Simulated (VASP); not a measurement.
Wanted: the native input for a VASP 6.6.1 run.

```yaml
Task: single point
Functional: LDA
Potentials_or_basis: VASP PAW LDA potentials, release 64 (Hf, C)
Cutoff: 900 eV
k_mesh: 18 × 18 × 18
Occupations: fermi-dirac, width 0.1 eV
Spin: no spin polarisation
Further_INCAR_settings: ADDGRID = False; ALGO = Normal; EDIFF = 1e-08
```

The structure of HfC lies in POSCAR:

```
HfC
1.0
    0.0000000000      2.3250000000      2.3250000000
    2.3250000000      0.0000000000      2.3250000000
    2.3250000000      2.3250000000      0.0000000000
Hf C
1 1
Direct
    0.5000000000      0.5000000000      0.5000000000
    0.0000000000      0.0000000000      0.0000000000
```

These files were run (other wordings do the same):

INCAR

```
PREC = Accurate
ENCUT = 900
EDIFF = 1E-8
ISMEAR = -1
SIGMA = 0.1
LREAL = F
LASPH = T
NELM = 100
ALGO = Normal
ISIF = 2
LWAVE = F
LCHARG = F
ADDGRID = F
```

KPOINTS

```
Automatic mesh
0
Gamma
  18 18 18
```

Potentials or basis: VASP PAW LDA potentials, release 64 (Hf, C).

The run is started by

```bash
$ cat potpaw_LDA.64/Hf/POTCAR potpaw_LDA.64/C/POTCAR > POTCAR
$ mpirun -np 1 vasp_std > vasp.out
```

Results of the run:

```
Pressure               : -11.7 GPa
Band gap on the k mesh : none (metal or under the smearing width)
```

It took 2.7 min on 1 thread of AMD EPYC 7571 (shared host), peak memory 0.22 GiB.
